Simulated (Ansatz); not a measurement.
# LiH (Fm-3m): a many-body input that goes wrong, and its mend

Aim: the G0W0 gap of LiH (Fm-3m). The first input has a fault.

Main program and level: Ansatz 0.2.0; G0W0 on PBE, plane waves, PAW.

The database entry behind the starting cell differs from later determinations by our own check (the deuteride, about 0.2 % short), so it need not match the best structure at ambient conditions.

## 1. The structure

Symmetry: Fm-3m, No. 225, cubic system. Conventional cell: a = 4.074 Å, b = 4.074 Å, c = 4.074 Å, α = 90.00°, β = 90.00°, γ = 90.00°. Nearest to Li lie 6 H at 2.04 Å. Nearest to H lie 6 Li at 2.04 Å. Farther neighbours are not listed.

The cell and positions come from the Crystallography Open Database and are kept as given unless a step says otherwise. The default PAW set here is soft_2. Its files were made with PBE.

## 2. First try

The input, input.yaml:

```yaml
crystal:
  lattice:
    - [0.0, 2.03675, 2.03675]
    - [2.03675, 0.0, 2.03675]
    - [2.03675, 2.03675, 0.0]
  atoms:
    - { symbol: Li, position: [0.0, 0.0, 0.0] }
    - { symbol: H, position: [0.5, 0.5, 0.5] }
kpoints:
  mp_grid: { grid: [6, 6, 6] }
hamiltonian:
  xc: pbe
scf:
  occupations: { method: fixed }
gw:
  n_empty_bands: 17
  ecut_chi: 3000
  qp_bands: [v2, c2]
  qp_kpoints: band_edges
  screening: { model: contour_deformation }
  ecutfock_ratio: 1
```

Run with:

```
ansatz run input.yaml --threads 3 --pin off --max-ram 92160MiB --backend cuda --events-out ev --progress --plain --runs-dir out --devices 1 --max-vram 13GiB  # rebuilt from the run's record
```

Numbers of over 12 decimals in the logs are rounded to 6 here.

Output:

```text
Error: inconsistent input (gw.ecut_chi, gw.ecutfock_ratio, basis.ecutwfc): ecut_chi = 3000.000 eV exceeds the pair-density box cutoff, ecutfock_ratio times the 420.000 eV up to which the run holds plane waves, 420.000 eV; raise gw.ecutfock_ratio or lower gw.ecut_chi
```

It took 0.08 s on 3 threads of AMD EPYC 7R13 (Zen 3), shared host; peak memory 0.079 GiB.

**Diagnosis.**

The program refused the input before any cycle.

The program's message: “Error: inconsistent input (gw.ecut_chi, gw.ecutfock_ratio, basis.ecutwfc): ecut_chi = 3000.000 eV exceeds the pair-density box cutoff, ecutfock_ratio times the 420.000 eV up to which the run holds pla …”

The fault: screening cutoff above the basis. The screening basis can't pass the cutoff that the input grants to pair densities.

## 3. A better input

Now the one-shot GW correction: screening in the RPA, then the self-energy of the levels asked for.

input.yaml: that of step 2 with these lines changed.

```diff
@@ -15,4 +15,4 @@
 gw:
-  n_empty_bands: 17
-  ecut_chi: 3000
+  n_empty_bands: 70
+  ecut_chi: 150
   qp_bands: [v2, c2]
@@ -20,2 +20 @@
   screening: { model: contour_deformation }
-  ecutfock_ratio: 1
```

Output:

```text
GPUs: using 1 of 1 available (devices: 1).
[...]
device memory: the entry about to start is reckoned to put 0.3 GiB on a device that reports 73.4 GiB free (of which the cap on the GPU budget leaves the run 13.0 GiB)
GPU FFT provider: cuFFT
GPU libraries: cuBLAS 13.8.2, cuFFT 12.4.0, cuSOLVER 12.3.4
Crystal: 2 atoms, lattice volume = 16.898 Å³
Basis set: ecut = 420 eV, 331 PW (Γ)
Bands: 6, of which v1, the nominal top of the filled ones, is band 2 counted from 1 (1 counted from 0)
Symmetry: 48 space group operations
[...]
k-points: 16 of 216
[...]
GPU buffer pool allocated for 8000 grid points (all kernels)
GPU transforms: local potential and band sums: pruned to the plane-wave sphere, on 18×20×20
[...]
SCF iter   1: F=—  HF=-221.386512 eV  |F-HF|=—  |Δ(HF+E_count)|=         —  Δρ=8.47e-4  dr2=5.58e-5  ethr=1.77e-3  ⟨swp⟩=4.0  Hψ=746  notcnv=0  defer=22
[...]
11     1    -43.7872   -44.6619     9.0718   -28.9339  0.7423   -51.3829   -50.4433  root ?
    11     2     -0.5315   -14.2012     2.2679   -10.5845  0.7484    -1.9211    -1.8803  root
    11     3      5.4773    -3.1246    -3.9678    -7.6399  0.7887     6.0301     6.0248  root
    11     4      7.5748    -4.0403    -4.2460    -8.7983  0.7677     8.0935     8.0868  root
    12     1    -43.7844   -44.6691     9.0725   -28.9389  0.7423   -51.3819   -50.4421  root ?
    12     2      0.4866   -14.6836     1.9936   -11.3458  0.7569    -0.8930    -0.8575  root
    12     3      3.5049    -3.6287    -3.5004    -7.6097  0.7986     3.9888     3.9854  root
    12     4     11.0677    -2.6164    -4.8806    -8.1689  0.7486    11.7469    11.7396  root
    15     1    -43.7842   -44.6683     9.0716   -28.9395  0.7423   -51.3810   -50.4415  root ?
    15     2      0.3317   -14.5565     2.0386   -11.1757  0.7556    -1.0466    -1.0105  root
    15     3      4.4917    -3.3645    -3.7400    -7.6245  0.7946     5.0160     5.0117  root
    15     4      7.4119    -2.7986    -4.3291    -7.6980  0.7728     7.9894     7.9820  root
[key lines of the parts left out:]
SCF converged after 6 iterations
Free energy (F): -221.386559 eV
Fermi energy:    0.486615 eV
```

Run time: 6.3 s. Hardware: 1 × NVIDIA H100 80GB HBM3 (shared by 6 runs) with 3 threads; peak memory 0.99 GiB.

Reading the cycles: dr2 is the Hartree energy of the density residual (eV), the measure of convergence; HF is the Harris–Foulkes estimate of the energy, which meets the free energy F at convergence.

This step gave:

```yaml
bands_summed: 72
rpa_eps_infinity_on_this_mesh_eigenvalues: 4.186, 4.186, 4.186
plane_waves_in_the_screening_matrix: 65
q_points_in_the_mesh: 216
g0w0_gap_on_the_mesh: 4.843 eV
k_of_the_valence_top: 0, -0.5, -0.5
k_of_the_conduction_bottom: 0, -0.5, -0.5
starting_gap_on_the_mesh: 3.018 eV
z_at_the_valence_top: 0.7569
z_at_the_conduction_bottom: 0.7986
least_direct_g0w0_gap_on_the_computed_points: 4.843 eV
```

The gap on the mesh goes from 3.02 eV to 4.84 eV, a correction of +1.82 eV. Between the two edge states, bare exchange in place of the xc potential would open the gap by 7.32 eV, and correlation takes back 5.49 eV.

## 4. Outcome

| Property | Result |
| --- | --- |
| first try | refused after 0.08 s |
| better run | G0W0 gap on the mesh 4.84 eV (6×6×6 mesh, 70 empty bands, screening to 150 eV) |

The second run differs in: empty bands, screening cutoff (eV) and ecutfock ratio. Bands and cutoff are finite, so the gap is not at the basis limit. The miss can reach some tenths of an eV and take either sign; the mesh is an error of its own.

[Paths, hosts, dates, memory and timing lines, banners, echoed tables and standing remarks are left out of the program output.]

[Logs are printed without paths, hosts, clocks, repeated set-up lines and the standing remarks that a program may print on its own settings, such as how far it seeks lower states.]

[Runs of the session that timed out or met a known fault of the program may be left out.]

[Cells called generated may have been cut or substituted from an entry of the Crystallography Open Database or the Materials Project.]

[Hosts, paths, dates, database ids (printed as entryN), source tags and the programs' standing remarks are cut or masked in the printed files.]
